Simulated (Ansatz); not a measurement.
Crystal: WS2 (Tungstenite).

```
W S
1.0
     3.18000    0.00000    0.00000
    -1.59000    2.75396    0.00000
     0.00000    0.00000   12.50000
W S
2 4
Direct
  0.66667 0.33333 0.75000
  0.33333 0.66667 0.25000
  0.66667 0.33333 0.37500
  0.33333 0.66667 0.87500
  0.66667 0.33333 0.12500
  0.33333 0.66667 0.62500
```

Program: Ansatz 0.2.0. Alike in all runs: potentials or basis Ansatz PAW; cell as given; smearing fermi-dirac 0.05 eV.

Order these runs on this cell by their pressure, lowest first.
A. level PBEsol; spin SOC, no magnetisation; k mesh 7 × 7 × 3; cutoff (eV) 420; points for each segment of the path 14
B. level PBE; spin off; k mesh 10 × 10 × 3; cutoff (eV) 420
C. level r2SCAN; spin off; k mesh 10 × 10 × 3; cutoff (eV) 500; points for each segment of the path 14
D. level revPBE; spin off; k mesh 10 × 10 × 3; cutoff (eV) 420; points for each segment of the path 14
E. level LDA; spin SOC, no magnetisation; k mesh 7 × 7 × 3; cutoff (eV) 420; points for each segment of the path 14

E (-5.7 GPa), A (-2.8 GPa), C (0.2 GPa), B (2.3 GPa), D (4.2 GPa).

Caveats: the PAW data sets come from PBE, with cores solved anew for the run's functional, which leaves a small shift of forces and pressure (some runs); this functional lacks dispersion, which binds the layers, so the pressure and a relaxed spacing across them are unreliable (some runs); the potentials were made for another functional, which shifts forces and pressure (some runs).

Not every run made on this cell is shown here.
